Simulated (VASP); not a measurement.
# InAs (Fm-3m) in VASP: notebook

One crystal, InAs, is run at these levels: PBE; tasks: electron localisation function, single point.

Program: VASP 6.6.1. These are calculated values, not measurements. Logs are shortened: lines on timing, memory, paths and dates and some standing lists are left out, and cuts for length are marked.

## (1) Starting point

It takes space group Fm-3m (No. 225, cubic). Conventional cell: a = 5.755 Å, b = 5.755 Å, c = 5.755 Å, α = 90.00°, β = 90.00°, γ = 90.00°. In (site symmetry m-3m) has 6 As at 2.88 Å as nearest neighbours. As (site symmetry m-3m) has 6 In at 2.88 Å as nearest neighbours.

Measurements of this composition are mostly on another form, of space group No. 216.

## (2) Electron localisation function, PBE

Input file INCAR:

```
PREC = Accurate
ENCUT = 520
EDIFF = 1E-6
ISMEAR = 0
SIGMA = 0.02
LREAL = False
LASPH = True
NELM = 100
ALGO = Normal
ISIF = 2
LWAVE = False
LCHARG = True
GGA = PE
LELF = True
```

Input file KPOINTS:

```
Automatic mesh
0
Gamma
  8 8 8
```

Input file POSCAR:

```
InAs
1.0
    0.0000000000      2.8773040000      2.8773040000
    2.8773040000      0.0000000000      2.8773040000
    2.8773040000      2.8773040000      0.0000000000
In As
1 1
Direct
    0.5000000000      0.5000000000      0.5000000000
    0.0000000000      0.0000000000      0.0000000000
```

Potentials or basis: VASP PAW PBE potentials, release 64 (In_d, As).

On the command line:

```sh
> cat potpaw_PBE.64/In_d/POTCAR potpaw_PBE.64/As/POTCAR > POTCAR
> mpirun -np 1 vasp_std > vasp.out
```

OUTCAR:

```text
PREC = Accurate
   ENCUT = 520
   EDIFF = 1E-6
   ISMEAR = 0
   LREAL = False
   LASPH = True
   NELM = 100
   ISIF = 2
   GGA = PE

 ion  position               nearest neighbor table
   1  0.500  0.500  0.500-   2 2.88   2 2.88   2 2.88   2 2.88   2 2.88   2 2.88
   2  0.000  0.000  0.000-   1 2.88   1 2.88   1 2.88   1 2.88   1 2.88   1 2.88

  LATTYP: Found a face centered cubic cell.
 ALAT       =     5.7546080000

  Lattice vectors:

 A1 = (   0.0000000000,   2.8773040000,   2.8773040000)
 A2 = (   2.8773040000,   0.0000000000,   2.8773040000)
 A3 = (   2.8773040000,   2.8773040000,   0.0000000000)

Analysis of symmetry for initial positions (statically):
=====================================================================
 Subroutine PRICEL returns:
 Original cell was already a primitive cell.

 Routine SETGRP: Setting up the symmetry group for a
 face centered cubic supercell.

 Subroutine GETGRP returns: Found 48 space group operations
 (whereof 48 operations were pure point group operations)
 out of a pool of 48 trial point group operations.

The static configuration has the point symmetry O_h .

Analysis of symmetry for dynamics (positions and initial velocities):
=====================================================================
 Subroutine PRICEL returns:
 Original cell was already a primitive cell.

 Routine SETGRP: Setting up the symmetry group for a
 face centered cubic supercell.

 Subroutine GETGRP returns: Found 48 space group operations
 (whereof 48 operations were pure point group operations)
 out of a pool of 48 trial point group operations.

The dynamic configuration has the point symmetry O_h .

 Subroutine INISYM returns: Found 48 space group operations
 (whereof 48 operations are pure point group operations),
 and found     1 'primitive' translations

----------------------------------------------------------------------------------------

                                     Primitive cell

  volume of cell :      47.6417

  direct lattice vectors                    reciprocal lattice vectors
     0.000000000  2.877304000  2.877304000    -0.173773783  0.173773783  0.173773783
     2.877304000  0.000000000  2.877304000     0.173773783 -0.173773783  0.173773783
     2.877304000  2.877304000  0.000000000     0.173773783  0.173773783 -0.173773783

  length of vectors
     4.069122340  4.069122340  4.069122340     0.300985021  0.300985021  0.300985021

  position of ions in fractional coordinates (direct lattice)
     0.500000000  0.500000000  0.500000000
     0.000000000  0.000000000  0.000000000

  ion indices of the primitive-cell ions
   primitive index   ion index
                 1           1
                 2           2

----------------------------------------------------------------------------------------

 KPOINTS: Automatic mesh

Automatic generation of k-mesh.
 Grid dimensions read from file:
 generate k-points for:    8    8    8

 Generating k-lattice:

  Cartesian coordinates                     Fractional coordinates (reciprocal lattice)
    -0.021721723  0.021721723  0.021721723     0.125000000  0.000000000  0.000000000
     0.021721723 -0.021721723  0.021721723     0.000000000  0.125000000  0.000000000
     0.021721723  0.021721723 -0.021721723     0.000000000  0.000000000  0.125000000

  Length of vectors
     0.037623128  0.037623128  0.037623128

  Shift w.r.t. Gamma in fractional coordinates (k-lattice)
     0.000000000  0.000000000  0.000000000

 Subroutine IBZKPT returns following result:
 ===========================================

 Found     29 irreducible k-points:

 Following reciprocal coordinates:
            Coordinates               Weight
  0.000000  0.000000  0.000000      1.000000
  0.125000  0.000000  0.000000      8.000000
  0.250000  0.000000  0.000000      8.000000
  0.375000  0.000000  0.000000      8.000000
  0.500000  0.000000  0.000000      4.000000
  0.125000  0.125000  0.000000      6.000000
[... 16 lines left out ...]
  0.500000  0.250000  0.125000     48.000000
 -0.375000  0.250000  0.125000     24.000000
 [... further k-points ...]
   k-points           NKPTS =     29   k-points in BZ     NKDIM =     29   number of bands    NBANDS=     13
   number of dos      NEDOS =    301   number of ions     NIONS =      2
   total plane-waves  NPLWV =  27000
   dimension x,y,z NGX =    30 NGY =   30 NGZ =   30
   dimension x,y,z NGXF=    60 NGYF=   60 NGZF=   60
   ions per type =               1   1
   NGX,Y,Z   is equivalent  to a cutoff of  12.26, 12.26, 12.26 a.u.
   NGXF,Y,Z  is equivalent  to a cutoff of  24.51, 24.51, 24.51 a.u.
 SYSTEM =  unknown system
   PREC   = accura    normal or accurate (medium, high low for compatibility)
   ISTART =      0    job   : 0-new  1-cont  2-samecut
   ICHARG =      2    charge: 1-file 2-atom 10-const
   ISPIN  =      1    spin polarized calculation?
   LNONCOLLINEAR =      F non collinear calculations
   LSORBIT =      F    spin-orbit coupling
   LASPH  =      T    aspherical Exc in radial PAW
   ENCUT  =  520.0 eV  38.22 Ry    6.18 a.u.   7.57  7.57  7.57*2*pi/ulx,y,z
   NELM   =    100;   NELMIN=  2; NELMDL= -5     # of ELM steps
   EDIFF  = 0.1E-05   stopping-criterion for ELM
   LREAL  =      F    real-space projection
   EDIFFG = 0.1E-04   stopping-criterion for IOM
   NSW    =      0    number of steps for IOM
   IBRION =     -1    ionic relax: 0-MD 1-quasi-New 2-CG
   NFREE  =      0    steps in history (QN), initial steepest desc. (CG)
   ISIF   =      2    stress and relaxation
   ISYM   =      2    0-nonsym 1-usesym 2-fastsym
   POTIM  = 0.5000    time-step for ionic-motion
   TEBEG  =    0.0;   TEEND  =   0.0 temperature during run
   PSTRESS=    0.0 pullay stress
   NELECT =      18.0000    total number of electrons
   NUPDOWN=      -1.0000    fix difference up-down
   EMIN   =  10.00;   EMAX   =-10.00  energy-range for DOS
   EFERMI =   0.00;   METHOD = LEGACY
   ISMEAR =     0;   SIGMA  =   0.02  broadening in eV -4-tet -1-fermi 0-gaus
   EFERMI_NEDOS =   21; number of points for ismear=-14 and -15
   IALGO  =     38    algorithm
   IMIX   =      4    mixing-type and parameters
     AMIX     =   0.40;   BMIX     =  1.00
     AMIX_MAG =   1.60;   BMIX_MAG =  1.00
  volume/ion in A,a.u.               =      23.82       160.75
  Fermi-wavevector in a.u.,A,eV,Ry     =   1.183505  2.236499 19.057448  1.400683
  Thomas-Fermi vector in A             =   2.319738
   LORBIT       =      0    0 simple, 1 ext, 2 COOP (PROOUT), +10 PAW based schemes
   GGA     = PE    functional components
   LHFCALC =     F    Hartree Fock is set to
   AEXX    =    0.0000 exact exchange contribution
   IVDW    =     0    specifies the selected vdW correction
   LEPSILON=     F    determine dielectric tensor
   LRPA    =     F    only Hartree local field effects (RPA)
 non-spin polarized calculation
 Gauss-broadening in eV      SIGMA  =   0.02
  energy-cutoff  :      520.00
  volume of cell :       47.64
 maximum number of plane-waves:      1303
   NGX = 15   NGY = 15   NGZ = 15

 number of electron      18.0000002 magnetization

 Free energy of the ion-electron system (eV)
  ---------------------------------------------------
  ext. energy  EPLUGINS =         0.00000000
  ---------------------------------------------------
  free energy    TOTEN  =        -7.31442958 eV

  energy without entropy =       -7.31422629  energy(sigma->0) =       -7.31432794

 E-fermi :   5.9338     XC(G=0): -10.0974

 val. band max:        5.8495977645   @ k =   0.3750   0.2500   0.0000
 cond. band min:       5.9533150060   @ k =  -0.3750   0.1250   0.0000
 fundamental gap:      0.1037172414
 Fermi energy:         5.9337560333

 k-point     1 :       0.0000    0.0000    0.0000
  band No.  band energies     occupation
      1      -8.3705      2.00000
      2      -8.3705      2.00000
      3      -8.3496      2.00000
      4      -8.3496      2.00000
      5      -8.3496      2.00000
      6      -6.1861      2.00000
      7       5.2588      2.00000
      8       5.7110      2.00000
      9       5.7110      2.00000
     10       5.7110      2.00000
     11      13.0965      0.00000
     12      13.0965      0.00000
     13      13.0965      0.00000

 k-point     2 :       0.1250    0.0000    0.0000
  band No.  band energies     occupation
      1      -8.3767      2.00000
      2      -8.3767      2.00000
      3      -8.3498      2.00000
      4      -8.3428      2.00000
      5      -8.3428      2.00000
      6      -6.0188      2.00000
      7       3.5452      2.00000
      8       5.7384      2.00000
      9       5.7384      2.00000
     10       7.1528      0.00000
     11      11.8886      0.00000
     12      12.1818      0.00000
     13      12.1818      0.00000

 k-point     3 :       0.2500    0.0000    0.0000
  band No.  band energies     occupation
      1      -8.3942      2.00000
      2      -8.3942      2.00000
      3      -8.3514      2.00000
      4      -8.3234      2.00000
      5      -8.3234      2.00000
      6      -5.5448      2.00000
      7       1.6610      2.00000
      8       5.8355      2.00000
      9       5.8355      2.00000
     10       8.0475      0.00000
     11      10.7090      0.00000
     12      10.7090      0.00000
     13      10.9344      0.00000
[... 305 lines left out ...]
 k-point    23 :       0.5000    0.2500    0.1250
  band No.  band energies     occupation
      1      -8.4832      2.00000
      2      -8.3907      2.00000
      3      -8.3480      2.00000
      4      -8.3118      2.00000
      5      -8.2956      2.00000
      6      -4.4684      2.00000
      7       0.4801      2.00000
      8       3.6390      2.00000
      9       4.8315      2.00000
     10       7.7134      0.00000
     11       9.6804      0.00000
     12      11.7387      0.00000
     13      12.4401      0.00000

 k-point    24 :      -0.3750    0.2500    0.1250
  band No.  band energies     occupation
      1      -8.4919      2.00000
      2      -8.3979      2.00000
      3      -8.3393      2.00000
      4      -8.3170      2.00000
      5      -8.2885      2.00000
      6      -4.1265      2.00000
      7      -0.0420      2.00000
      8       3.6354      2.00000
      9       4.4168      2.00000
     10       8.0063      0.00000
     11       9.2068      0.00000
     12      11.8180      0.00000
     13      13.2486      0.00000

 [... further k-points ...]

------------------------ aborting loop because EDIFF is reached ----------------------------------------

  FORCE on cell =-STRESS in cart. coord.  units (eV):
  Direction    XX          YY          ZZ          XY          YZ          ZX
  --------------------------------------------------------------------------------------
  -------------------------------------------------------------------------------------
  Total        0.0050008      0.0050008      0.0050008     -0.0000000      0.0000000     -0.0000000
  in kB        0.1681764      0.1681764      0.1681764     -0.0000000      0.0000000     -0.0000000
  external PRESSURE =       0.1681764 kB  Pullay stress =       0.0000000 kB

 VOLUME and BASIS-vectors are now :
 -----------------------------------------------------------------------------
  energy-cutoff  :      520.00
  volume of cell :       47.64
      direct lattice vectors                 reciprocal lattice vectors
     0.000000000  2.877304000  2.877304000    -0.173773783  0.173773783  0.173773783
     2.877304000  0.000000000  2.877304000     0.173773783 -0.173773783  0.173773783
     2.877304000  2.877304000  0.000000000     0.173773783  0.173773783 -0.173773783

 POSITION                                       TOTAL-FORCE (eV/Angst)
 -----------------------------------------------------------------------------------
      2.87730      2.87730      2.87730        -0.000000     -0.000000     -0.000000
      0.00000      0.00000      0.00000         0.000000      0.000000      0.000000
 -----------------------------------------------------------------------------------
    total drift:                                0.000000      0.000000      0.000000

  FREE ENERGIE OF THE ION-ELECTRON SYSTEM (eV)
  ---------------------------------------------------
  free  energy   TOTEN  =        -7.3144295824 eV

  energy  without entropy=       -7.3142262945  energy(sigma->0) =       -7.31432794
```

Run time: 18 s. Hardware: 1 thread of Intel Xeon Platinum 8488C (Sapphire Rapids), shared host; peak memory 0.17 GiB.

Results:

| Quantity | Value |
| --- | --- |
| Free energy | -7.3144 eV |
| Pressure | 0.0 GPa |
| Band gap on the k mesh | none (metal or under the smearing width) |

## (3) Single point, PBE

Input file INCAR:

```
  ALGO = Normal
  EDIFF = 1E-6
  ENCUT = 400
  GGA = PE
  ISIF = 2
  ISMEAR = 0
  LASPH = T
  LCHARG = F
  LREAL = F
  LWAVE = F
  NBANDS = 16
  NELM = 60
  PREC = Accurate
  SIGMA = 0.02
```

Input file KPOINTS:

```
k-points
0
Gamma
  4 4 4
```

POSCAR is that of step 2.

Potentials or basis: VASP PAW PBE potentials, release 64 (In_d_GW, As_GW).

On the command line:

```sh
> cat potpaw_PBE.64/In_d_GW/POTCAR potpaw_PBE.64/As_GW/POTCAR > POTCAR
> mpirun -np 1 vasp_std > vasp.out
```

OUTCAR:

```text
EDIFF = 1E-6
   ENCUT = 400
   GGA = PE
   ISIF = 2
   ISMEAR = 0
   LASPH = T
   LREAL = F
   NELM = 60
   PREC = Accurate

 ion  position               nearest neighbor table
   1  0.500  0.500  0.500-   2 2.88   2 2.88   2 2.88   2 2.88   2 2.88   2 2.88
   2  0.000  0.000  0.000-   1 2.88   1 2.88   1 2.88   1 2.88   1 2.88   1 2.88

  LATTYP: Found a face centered cubic cell.
 ALAT       =     5.7546080000

  Lattice vectors:

 A1 = (   0.0000000000,   2.8773040000,   2.8773040000)
 A2 = (   2.8773040000,   0.0000000000,   2.8773040000)
 A3 = (   2.8773040000,   2.8773040000,   0.0000000000)

Analysis of symmetry for initial positions (statically):
=====================================================================
 Subroutine PRICEL returns:
 Original cell was already a primitive cell.

 Routine SETGRP: Setting up the symmetry group for a
 face centered cubic supercell.

 Subroutine GETGRP returns: Found 48 space group operations
 (whereof 48 operations were pure point group operations)
 out of a pool of 48 trial point group operations.

The static configuration has the point symmetry O_h .
[... 143 lines left out ...]

  energy without entropy =       -6.98116249  energy(sigma->0) =       -6.98261701

 E-fermi :   5.0202     XC(G=0): -10.0865

 val. band max:        4.7723865454   @ k =   0.2500   0.0000   0.0000
 cond. band min:       5.0361661617   @ k =   0.5000   0.2500   0.0000
 fundamental gap:      0.2637796163
 Fermi energy:         5.0202069264

 k-point     1 :       0.0000    0.0000    0.0000
  band No.  band energies     occupation
      1      -9.6859      2.00000
      2      -9.6859      2.00000
      3      -9.6719      2.00000
      4      -9.6719      2.00000
      5      -9.6719      2.00000
      6      -7.2574      2.00000
[... 129 lines left out ...]
      3      -9.6539      2.00000
      4      -9.6539      2.00000
      5      -9.5938      2.00000
      6      -4.6729      2.00000
[... 8 lines left out ...]
     15      15.3570      0.00000
     16      19.0904      0.00000

------------------------ aborting loop because EDIFF is reached ----------------------------------------

  FORCE on cell =-STRESS in cart. coord.  units (eV):
  Direction    XX          YY          ZZ          XY          YZ          ZX
  --------------------------------------------------------------------------------------
  -------------------------------------------------------------------------------------
  Total        0.0502693      0.0502693      0.0502693     -0.0000000     -0.0000000      0.0000000
  in kB        1.6905416      1.6905416      1.6905416     -0.0000000     -0.0000000      0.0000000
  external PRESSURE =       1.6905416 kB  Pullay stress =       0.0000000 kB

 VOLUME and BASIS-vectors are now :
 -----------------------------------------------------------------------------
  energy-cutoff  :      400.00
  volume of cell :       47.64
      direct lattice vectors                 reciprocal lattice vectors
     0.000000000  2.877304000  2.877304000    -0.173773783  0.173773783  0.173773783
     2.877304000  0.000000000  2.877304000     0.173773783 -0.173773783  0.173773783
     2.877304000  2.877304000  0.000000000     0.173773783  0.173773783 -0.173773783

 POSITION                                       TOTAL-FORCE (eV/Angst)
 -----------------------------------------------------------------------------------
      2.87730      2.87730      2.87730         0.000000     -0.000000      0.000000
      0.00000      0.00000      0.00000        -0.000000      0.000000     -0.000000
 -----------------------------------------------------------------------------------
    total drift:                                0.000000      0.000000      0.000000

  FREE ENERGIE OF THE ION-ELECTRON SYSTEM (eV)
  ---------------------------------------------------
  free  energy   TOTEN  =        -6.9840715224 eV

  energy  without entropy=       -6.9811624923  energy(sigma->0) =       -6.98261701
```

OSZICAR:

```text
N       E                     dE             d eps       ncg     rms          rms(c)
DAV:   1     0.105650247053E+03    0.10565E+03   -0.67100E+03   312   0.330E+03
DAV:   2     0.106826664900E+01   -0.10458E+03   -0.97682E+02   464   0.618E+02
DAV:   3    -0.695116034588E+01   -0.80194E+01   -0.79652E+01   400   0.110E+02
DAV:   4    -0.727029949273E+01   -0.31914E+00   -0.31887E+00   416   0.208E+01
DAV:   5    -0.728205704595E+01   -0.11758E-01   -0.11757E-01   344   0.344E+00    0.424E+00
DAV:   6    -0.699995499454E+01    0.28210E+00   -0.43786E-01   440   0.370E+01    0.259E+00
DAV:   7    -0.698713030061E+01    0.12825E-01   -0.11957E-01   448   0.619E+00    0.105E+00
DAV:   8    -0.698824063683E+01   -0.11103E-02   -0.35341E-02   432   0.863E+00    0.859E-01
DAV:   9    -0.698598935665E+01    0.22513E-02   -0.16642E-02   400   0.489E+00    0.382E-01
DAV:  10    -0.698434777439E+01    0.16416E-02   -0.14358E-03   464   0.762E-01    0.119E-01
DAV:  11    -0.698502353511E+01   -0.67576E-03   -0.27890E-03   424   0.119E+00    0.244E-01
DAV:  12    -0.698415384865E+01    0.86969E-03   -0.56976E-04   440   0.532E-01    0.624E-02
DAV:  13    -0.698409027429E+01    0.63574E-04   -0.69601E-05   408   0.123E-01    0.308E-02
DAV:  14    -0.698407138140E+01    0.18893E-04   -0.25676E-05   464   0.103E-01    0.341E-03
DAV:  15    -0.698407152235E+01   -0.14095E-06   -0.28861E-06   336   0.154E-02
   1 F= -.69840715E+01 E0= -.69826170E+01  d E =-.290903E-02
```

Run time: 7.7 s. Hardware: 1 thread of Intel Xeon Platinum 8488C (Sapphire Rapids), shared host; peak memory 0.16 GiB.

What came out:

```yaml
Free_energy: -6.9841 eV
Pressure: 0.2 GPa
Band_gap_on_the_k_mesh: none (metal or under the smearing width)
```

Caveat: the k mesh is coarse (spacing up to 0.47 Å⁻¹), so the values aren't converged.
